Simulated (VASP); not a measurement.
A run of VASP 6.6.1 is set up as follows.

The input INCAR:

```
SYSTEM = Te
PREC = Accurate ; ENCUT = 520
EDIFF = 1E-7 ; ISMEAR = -1
SIGMA = 0.05 ; LREAL = .False.
LASPH = .True. ; NELM = 60
ALGO = Normal ; ISIF = 2
LWAVE = .False. ; LCHARG = .False.
METAGGA = R2SCAN ; LMIXTAU = .True.
```

Contents of KPOINTS:

```
Automatic mesh
0
Gamma
  9 9 9
  0 0 0
```

The input POSCAR:

```
Te
1.0
    2.3059043427      1.3313144930      1.6909537039
   -2.3059043427      1.3313144930      1.6909537039
    0.0000000000     -2.6626289860      1.6909537039
Te
1
Direct
    0.5000000000      0.5000000000      0.5000000000
```

Contents of KPOINTS_OPT:

```
path GPZQGFP1Q1LZ
10
line-mode
reciprocal
 0.0000000000  0.0000000000  0.0000000000  G
 0.4677709699 -0.5322290301  0.4677709699  P

 0.4677709699 -0.5322290301  0.4677709699  P
 0.5000000000 -0.5000000000  0.5000000000  Z

 0.5000000000 -0.5000000000  0.5000000000  Z
 0.4355419398  0.4355419398  0.4355419398  Q

 0.4355419398  0.4355419398  0.4355419398  Q
 0.0000000000  0.0000000000  0.0000000000  G

 0.0000000000  0.0000000000  0.0000000000  G
 0.5000000000 -0.5000000000  0.0000000000  F

 0.5000000000 -0.5000000000  0.0000000000  F
 0.5322290301 -0.4677709699 -0.4677709699  P1

 0.5322290301 -0.4677709699 -0.4677709699  P1
 0.5644580602 -0.4355419398 -0.4355419398  Q1

 0.5644580602 -0.4355419398 -0.4355419398  Q1
 0.5000000000  0.0000000000  0.0000000000  L

 0.5000000000  0.0000000000  0.0000000000  L
 0.5000000000 -0.5000000000  0.5000000000  Z
```

Potentials or basis: VASP PAW PBE potentials, release 64 (Te).

Launch:

```sh
$ cat potpaw_PBE.64/Te/POTCAR > POTCAR
$ mpirun -np 1 vasp_std > vasp.out
```

Q: Predict the band gap along the path.

A: None (metal or under the smearing width).

Q: Predict the pressure.

A: 2.1 GPa.

Levels at the corners of the path, in eV from the Fermi level:
| point | band 1 | band 2 | band 3 | band 4 | band 5 | band 6 | band 7 |
| --- | --- | --- | --- | --- | --- | --- | --- |
| Γ | -14.63 | 0.95 | 1.50 | 1.50 | 6.35 | 6.35 | 7.46 |
| P | -8.48 | -3.72 | -3.72 | -2.72 | 4.33 | 4.33 | 5.42 |
| P | -8.48 | -3.72 | -3.72 | -2.72 | 4.33 | 4.33 | 5.42 |
| Z | -8.39 | -3.73 | -3.73 | -2.74 | 4.23 | 4.23 | 5.70 |
| Z | -8.39 | -3.73 | -3.73 | -2.74 | 4.23 | 4.23 | 5.70 |
| Q | -8.76 | -3.69 | -3.69 | -2.66 | 4.63 | 4.63 | 5.05 |
| Q | -8.76 | -3.69 | -3.69 | -2.66 | 4.63 | 4.63 | 5.05 |
| Γ | -14.63 | 0.95 | 1.50 | 1.50 | 6.35 | 6.35 | 7.46 |
| Γ | -14.63 | 0.95 | 1.50 | 1.50 | 6.35 | 6.35 | 7.46 |
| F | -10.58 | -5.32 | -4.57 | 2.24 | 4.17 | 11.05 | 12.83 |
| F | -10.58 | -5.32 | -4.57 | 2.24 | 4.17 | 11.05 | 12.83 |
| P1 | -8.48 | -3.72 | -3.72 | -2.72 | 4.33 | 4.33 | 5.42 |
| P1 | -8.48 | -3.72 | -3.72 | -2.72 | 4.33 | 4.33 | 5.42 |
| Q1 | -8.76 | -3.69 | -3.69 | -2.66 | 4.63 | 4.63 | 5.05 |
| Q1 | -8.76 | -3.69 | -3.69 | -2.66 | 4.63 | 4.63 | 5.05 |
| L | -12.63 | -6.66 | 2.56 | 2.94 | 7.98 | 9.72 | 10.65 |
| L | -12.63 | -6.66 | 2.56 | 2.94 | 7.98 | 9.72 | 10.65 |
| Z | -8.39 | -3.73 | -3.73 | -2.74 | 4.23 | 4.23 | 5.70 |

Caveat: the PAW data sets were made with another functional, which shifts forces and pressure a little; spin-orbit coupling is left out, which moves the levels of the heavy elements.
